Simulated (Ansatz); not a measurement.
## KF (CsCl type) under strain

KF in the CsCl-type structure, relaxed with r2SCAN in Ansatz. The symmetry is Pm-3m (No. 221, cubic); a = 3.179 Å in the conventional setting, 16.06 Å³ an atom. Around K lie 8 F at 2.75 Å; around F lie 8 K at 2.75 Å.

The axes x, y and z are those of this cell:
```
K F
1.0
     3.17887    0.00000    0.00000
     0.00000    3.17887    0.00000
     0.00000    0.00000    3.17887
K F
1 1
Direct
  0.00000 0.00000 0.00000
  0.50000 0.50000 0.50000
```

Unstrained: PBE gives an indirect gap of 6.816 eV, from M to Γ; the least direct gap is 6.852 eV at Γ. The r2SCAN gap is indirect, 7.724 eV (M to Γ), below the direct gap of 7.755 eV at Γ. The HSE06 gap is indirect, 8.918 eV (M to Γ), below the direct gap of 8.948 eV at Γ. Meshes: PBE 8×8×8, r2SCAN 8×8×8, HSE06 6×6×6. Strains are changes of length per length. After each strain the atoms were relaxed again with r2SCAN within the symmetry that the strain leaves, so tilts or polar shifts that break it weren't tested; points keep the names that they have in the unstrained zone. All values are calculated for a non-magnetic cell, which may be hypothetical.

Changes of the least gap in eV (an overlap counts as a negative gap):
```tsv
strain	volume change (%)	space group	PBE	r2SCAN	HSE06	energy rise, r2SCAN (meV/atom)
biaxial -2.32 % in x and y, z held	-4.6	P4/mmm	+0.340	+0.363	+0.371	6.8
uniaxial -0.36 % along z	-0.4	P4/mmm	+0.019	+0.021	+0.022	0.1
uniaxial +1.39 % along [111]	+1.4	R-3m	-0.106	-0.111	-0.113	0.5
```

Biaxial -2.32 % in x and y, z held. HSE06: the gap goes from 8.918 to 9.289 eV (+0.371 eV). Stress change with r2SCAN, compression positive: xx +3.03, yy +3.03, zz +0.71 GPa.

Uniaxial -0.36 % along z, other directions held. HSE06: the gap goes from 8.918 to 8.940 eV (+0.022 eV). Stress change with r2SCAN, compression positive: xx +0.04, yy +0.04, zz +0.38 GPa.

Uniaxial +1.39 % along [111], other directions held. HSE06: the gap goes from 8.918 to 8.805 eV (-0.113 eV). Stress change with r2SCAN, compression positive: xx -0.56, yy -0.56, zz -0.56, xy -0.09, xz -0.09, yz -0.09 GPa.

The meshes of the hybrids are coarse, so their gaps aren't converged to the digits shown.
